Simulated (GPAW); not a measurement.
The system is BaTiO3 (Barioperovskite).

```
CELL_PARAMETERS angstrom
3.98550 0.00000 0.00000
0.00000 2.83690 2.84515
0.00000 -2.83690 2.84515
ATOMIC_POSITIONS crystal
Ba 0.00000 0.00000 0.00000
Ti 0.50000 0.51240 0.51240
O 0.50000 0.99184 0.50524
O 0.50000 0.50524 0.99184
O 0.00000 0.48740 0.48740
```

Base run:

| Property | Result |
| --- | --- |
| Program | GPAW 26.7.0 |
| Functional | vdW-DF2 |
| Potentials or basis | GPAW PAW data sets (gpaw-data 1.2.1) |
| Cutoff | 800 eV |
| Basis | pw |
| k mesh | 5 × 5 × 5 |
| Occupations | fermi-dirac, width 0.05 eV |
| Spin | no spin polarisation |

Its results: band gap on the k mesh 2.04 eV, indirect (least direct gap 2.11 eV).

Task: After a change of settings the same cell gave: band gap on the k mesh 2.41 eV, indirect (least direct gap 2.49 eV). Which change was it?
A. functional from vdW-DF2 to SCAN
B. functional from vdW-DF2 to BLYP; potentials or basis from GPAW PAW data sets (gpaw-data 1.2.1) to PAW data sets generated in the run's folder for this functional
C. functional from vdW-DF2 to PBE
D. functional from vdW-DF2 to PW91; potentials or basis from GPAW PAW data sets (gpaw-data 1.2.1) to PAW data sets generated in the run's folder for this functional

Result: A.

Caveats: spin-orbit coupling is left out, which moves the levels of the heavy elements; an odd mesh through Γ misses points on the zone boundary, where band edges often lie.
